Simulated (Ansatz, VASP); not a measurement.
# Al35PtN36 (Pt_Al) in two plane-wave programs

One calculation is typed for both programs; each brings its own data sets. How far apart do they land? The cell is taken from a series of runs on this material, whose earlier steps may have relaxed, scaled, displaced or heated it; both programs get it as it stands.

Method: plane waves, with VASP 6.6.1 beside it; single point at r2SCAN, in Ansatz 0.2.0.

## (1) The structure

The cell holds 72 atoms: 35 Al, 36 N and 1 Pt. Its edges and angles: a = 9.320 Å, b = 9.320 Å, c = 9.956 Å, α = 90.0°, β = 90.0°, γ = 120.0°. It derives from AlN (AlN (P6_3mc)). Nearest the centre at fractional (0.444, 0.556, 0.500): Pt72 at 0.27 Å, N55 at 1.86 Å, N52 at 1.98 Å, N40 at 2.07 Å, N56 at 2.18 Å, N53 at 2.96 Å, Al18 at 3.06 Å, Al7 at 3.07 Å. The cell carries charge +1.

Structure file:

```xyz
72
Lattice="9.3196 0.0000 0.0000 -4.6598 8.0710 0.0000 0.0000 0.0000 9.9565" Properties=species:S:1:pos:R:3 pbc="T T T"
Al    1.5519    0.8722    2.4776
Al    0.0092    1.7064    5.0072
Al    1.5521    0.8714    7.4788
Al    0.0058    1.7797    9.9358
Al   -0.0377    3.5299    2.4640
Al   -1.5722    4.4574    4.9905
Al   -0.0136    3.5709    7.4461
Al   -1.5574    4.4792    9.9455
Al   -1.5440    6.2613    2.4803
Al   -3.0953    7.1290    4.9719
Al   -1.5534    6.2685    7.4725
Al   -3.1035    7.1603    0.0039
Al    4.6500    0.9029    2.4789
Al    3.0709    1.7272    5.0064
Al    4.6591    0.9097    7.4762
Al    3.0959    1.7836    9.9377
Al    3.1234    3.5505    2.4489
Al    3.1074    3.5806    7.4498
Al    1.5442    4.4978    0.0189
Al    1.5635    6.3691    2.4480
Al   -0.0374    7.2350    5.0086
Al    1.5576    6.3254    7.4662
Al   -0.0121    7.1820    9.9437
Al    7.7743    0.8992    2.4862
Al    6.2134    1.7851    4.9708
Al    7.7615    0.9082    7.4788
Al    6.2111    1.7928    0.0036
Al    6.2070    3.5791    2.4794
Al    4.6550    4.4865    4.9927
Al    6.2074    3.5784    7.4672
Al    4.6580    4.4828    9.9456
Al    4.6604    6.2687    2.4808
Al    3.1707    7.2383    5.0162
Al    4.6663    6.2722    7.4756
Al    3.1210    7.1827    9.9405
N     1.5490    0.8427    4.3806
N     0.0127    1.7677    1.8654
N     1.5510    0.8781    9.3622
N     0.0107    1.7767    6.8909
N    -0.1021    3.4068    4.3569
N    -1.5523    4.4666    1.8890
N     0.0154    3.5945    9.3588
N    -1.5533    4.4726    6.8746
N    -1.5235    6.2481    4.3858
N    -3.0976    7.1490    1.8996
N    -1.5542    6.2704    9.3628
N    -3.0998    7.1539    6.8670
N     4.6363    0.9232    4.3777
N     3.0962    1.7788    1.8725
N     4.6561    0.9048    9.3629
N     3.0944    1.7864    6.8875
N     3.1435    3.4709    4.3569
N     1.5424    4.5065    2.0179
N     3.0766    3.5992    9.3632
N     1.5450    4.5261    6.8324
N     1.5985    6.5787    4.3557
N    -0.0093    7.1830    1.8816
N     1.5510    6.2763    9.3707
N    -0.0055    7.1862    6.8870
N     7.7719    0.9129    4.3788
N     6.2142    1.7857    1.9005
N     7.7589    0.9045    9.3624
N     6.2124    1.7904    6.8684
N     6.1919    3.5823    4.3788
N     4.6534    4.4724    1.8895
N     6.2063    3.5846    9.3609
N     4.6527    4.4769    6.8759
N     4.6517    6.2639    4.3829
N     3.1312    7.1832    1.8739
N     4.6614    6.2723    9.3639
N     3.1246    7.1869    6.8951
Pt    1.5119    4.6291    4.7533
```

## (2) VASP: single point, r2SCAN

A single point gives forces, pressure and levels at one fixed geometry, so differences don't come from the geometry; what else differs is listed under the comparison.

Lines of VASP's logs that name or quote its potential files are left out, and so is its time.

File INCAR:

```
SYSTEM = Al35PtN36
PREC = Accurate
ENCUT = 580
EDIFF = 1E-06
NELM = 120
ISMEAR = -1
SIGMA = 0.01
LREAL = Auto
ALGO = Normal
METAGGA = R2SCAN
LASPH = .TRUE.
NELECT = 294
NBANDS = 200
LORBIT = 11
LWAVE = .FALSE.
LCHARG = .FALSE.
ISIF = 2
ISYM = 0
GGA_COMPAT = .FALSE.
EFERMI = MIDGAP
LMIXTAU = .TRUE.
KPAR = 4
```

File POSCAR:

```
Al35PtN36
1.0
    9.3195655359      0.0000000860      0.0000000000
   -4.6597828424      8.0709804634      0.0000000000
    0.0000000000      0.0000000000      9.9564777190
Al N Pt
35 36 1
Direct
    0.2205535396      0.1080602254      0.2488413830
    0.1066995578      0.2114218674      0.5029043457
    0.2205240446      0.1079672182      0.7511531774
    0.1108732069      0.2205026300      0.9979281859
    0.2146279626      0.4373527655      0.2474764057
    0.1074430810      0.5522760983      0.5012315848
    0.2197610046      0.4424383446      0.7478695496
    0.1103741469      0.5549698223      0.9988973566
    0.2222148285      0.7757848718      0.2491131933
    0.1095219778      0.8832918653      0.4993611234
    0.2216592248      0.7766727819      0.7505138329
    0.1105724898      0.8871666422      0.0003908295
    0.5548827646      0.1118724079      0.2489737602
    0.4365076932      0.2140029209      0.5028286355
    0.5562787916      0.1127094898      0.7508917147
    0.4426945680      0.2209917104      0.9981143730
    0.5550994687      0.4399054893      0.2459576714
    0.5552480209      0.4436418142      0.7482408594
    0.4443330448      0.5572759580      0.0018954657
    0.5623337012      0.7891340153      0.2458651193
    0.4441977205      0.8964231727      0.5030449177
    0.5589895018      0.7837153718      0.7498812822
    0.4436238966      0.8898489911      0.9987139805
    0.8899024484      0.1114119661      0.2497098600
    0.7772907196      0.2211776086      0.4992557736
    0.8890846723      0.1125278954      0.7511511293
    0.7775244529      0.2221245699      0.0003583748
    0.8877438858      0.4434500991      0.2490250349
    0.7774350181      0.5558858312      0.5014490975
    0.8877387512      0.4433625200      0.7499804552
    0.7775185079      0.5554179067      0.9989025744
    0.8884148190      0.7767012229      0.2491650596
    0.7886311585      0.8968245656      0.5038171943
    0.8892600091      0.7771292946      0.7508264885
    0.7798628658      0.8899418860      0.9983917681
    0.2184148615      0.1044137241      0.4399758080
    0.1108707072      0.2190200351      0.1873557983
    0.2208202331      0.1087989017      0.9403104898
    0.1112198979      0.2201387689      0.6921034133
    0.2000955225      0.4220993656      0.4375957497
    0.1101462208      0.5534126504      0.1897295295
    0.2243351209      0.4453628047      0.9399717240
    0.1104124339      0.5541601446      0.6904691147
    0.2236026816      0.7741475967      0.4404954624
    0.1105030666      0.8857678508      0.1907927275
    0.2216834526      0.7769063770      0.9403740098
    0.1105753246      0.8863710975      0.6897018462
    0.5546697403      0.1143800087      0.4396797344
    0.4424227033      0.2203892572      0.1880711943
    0.5556553709      0.1121011429      0.9403848478
    0.4427067876      0.2213407256      0.6917610197
    0.5523261939      0.4300429120      0.4375969028
    0.4446778024      0.5583590211      0.2026677058
    0.5530958461      0.4459448248      0.9404080811
    0.4461766017      0.5607825387      0.6862236281
    0.5790757153      0.8151098277      0.4374752803
    0.4439914086      0.8899775078      0.1889820648
    0.5552378666      0.7776329958      0.9411683126
    0.4445959913      0.8903742303      0.6917063259
    0.8904844645      0.1131060585      0.4397891601
    0.7774141445      0.2212539874      0.1908777716
    0.8885710921      0.1120641914      0.9403322870
    0.7775089386      0.2218305628      0.6898385033
    0.8863262199      0.4438520727      0.4397982374
    0.7763822198      0.5541288869      0.1897759874
    0.8880138140      0.4441369811      0.9401782306
    0.7765871811      0.5546894155      0.6905976795
    0.8871840590      0.7761037701      0.4402027207
    0.7809807171      0.8899990155      0.1882050207
    0.8887440922      0.7771461292      0.9404877702
    0.7805069573      0.8904623098      0.6925205976
    0.4489971410      0.5735427999      0.4774100750
```

File KPOINTS:

```
Points of the shifted mesh
8
Reciprocal
 0.2500000000  0.2500000000  0.2500000000 1
 0.2500000000  0.2500000000  0.7500000000 1
 0.2500000000  0.7500000000  0.2500000000 1
 0.2500000000  0.7500000000  0.7500000000 1
 0.7500000000  0.2500000000  0.2500000000 1
 0.7500000000  0.2500000000  0.7500000000 1
 0.7500000000  0.7500000000  0.2500000000 1
 0.7500000000  0.7500000000  0.7500000000 1
```

Potentials, in the order of the species: Al, N and Pt (PBE family, release 64).

Launch:

```bash
$ mpirun -np 8 vasp_std
```

Numbers of over 12 decimals in the logs are rounded to 6 here.

The program printed:

```text
[banner, memory and clock lines left out]
running    8 mpi-ranks, on    1 nodes
[...]
|                                                                             |
|           W    W    AA    RRRRR   N    N  II  N    N   GGGG   !!!           |
|           W    W   A  A   R    R  NN   N  II  NN   N  G    G  !!!           |
|           W    W  A    A  R    R  N N  N  II  N N  N  G       !!!           |
|           W WW W  AAAAAA  RRRRR   N  N N  II  N  N N  G  GGG   !            |
|           WW  WW  A    A  R   R   N   NN  II  N   NN  G    G                |
|           W    W  A    A  R    R  N    N  II  N    N   GGGG   !!!           |
|                                                                             |
|     For optimal performance we recommend to set                             |
|       NCORE = 2 up to number-of-cores-per-socket                            |
|     NCORE specifies how many cores store one orbital (NPAR=cpu/NCORE).      |
|     This setting can greatly improve the performance of VASP for DFT.       |
[...]
DAV:   5    -0.898667100204E+03   -0.47273E-01   -0.47215E-01  3904   0.160E+00BRMIX: very serious problems
 the old and the new charge density differ
 old charge density:   295.00000 new  294.00000
BRMIX: very serious problems
 the old and the new charge density differ
 old charge density:   295.00000 new  294.00000
BRMIX: very serious problems
 the old and the new charge density differ
 old charge density:   295.00000 new  294.00000
BRMIX: very serious problems
 the old and the new charge density differ
 old charge density:   295.00000 new  294.00000
    0.590E+01
DAV:   6    -0.765992525147E+03    0.13267E+03   -0.33427E+02  3712   0.383E+01    0.391E+01
DAV:   7    -0.740649317696E+03    0.25343E+02   -0.38440E+01  3592   0.189E+01    0.160E+01
DAV:   8    -0.731657500052E+03    0.89918E+01   -0.46246E+00  3480   0.753E+00    0.969E+00
DAV:   9    -0.733035451389E+03   -0.13780E+01   -0.30982E+00  3432   0.459E+00    0.149E+00
[...]
DAV:  17    -0.736143664847E+03   -0.80449E-03   -0.26416E-04  3432   0.557E-02    0.209E-02
DAV:  18    -0.736143779698E+03   -0.11485E-03   -0.46601E-05  3584   0.261E-02    0.769E-03
DAV:  19    -0.736143779086E+03    0.61224E-06   -0.59237E-06  3680   0.755E-03
   1 F= -.73614378E+03 E0= -.73614378E+03  d E =-.119773E-06
```

Parts of OUTCAR (step 2):

```text
 POSITION                                       TOTAL-FORCE (eV/Angst)
 -----------------------------------------------------------------------------------
      1.55193      0.87215      2.47758         0.062087     -0.017574     -0.029594
      0.00921      1.70638      5.00716         0.135890     -0.062966      0.071569
      1.55208      0.87140      7.47884         0.049100     -0.014988     -0.021904
      0.00580      1.77967      9.93585        -0.027159      0.017601     -0.029718
     -0.03773      3.52987      2.46399         0.047573      0.021586     -0.084625
     -1.57216      4.45741      4.99050        -0.054298      0.093106     -0.010958
     -0.01359      3.57091      7.44615         0.021453      0.015583      0.001908
     -1.55740      4.47915      9.94550        -0.030021      0.020894     -0.029754
     -1.54404      6.26134      2.48029         0.024489     -0.006363     -0.011397
     -3.09525      7.12903      4.97188        -0.008329      0.009200     -0.026408
     -1.55336      6.26851      7.47247         0.044779     -0.010887     -0.036676
     -3.10352      7.16030      0.00389        -0.027691      0.014560     -0.018273
      4.64997      0.90292      2.47890         0.000398     -0.006701      0.013520
      3.07085      1.72721      5.00640         0.073392      0.113115     -0.081085
[...]
-----------------------------------------------------------------------------------
    total drift:                                0.003571     -0.003095     -0.153778

  FREE ENERGIE OF THE ION-ELECTRON SYSTEM (eV)
  ---------------------------------------------------
  free  energy   TOTEN  =      -736.1437790863 eV

  energy  without entropy=     -736.1437789665  energy(sigma->0) =     -736.14377903
```

The run ends at a pressure of -0.78 GPa, with forces up to 0.55 eV/Å.

(Part 1 of 2 ends here.)

[Lines on the potential files, build, host, timing and source positions are cut from VASP's logs without a mark.]

[Logs are printed without paths, hosts, clocks, repeated set-up lines and the standing remarks that a program may print on its own settings, such as how far it seeks lower states.]

[Hosts, paths, dates, database ids (printed as entryN), source tags and the programs' standing remarks are cut or masked in the printed files.]
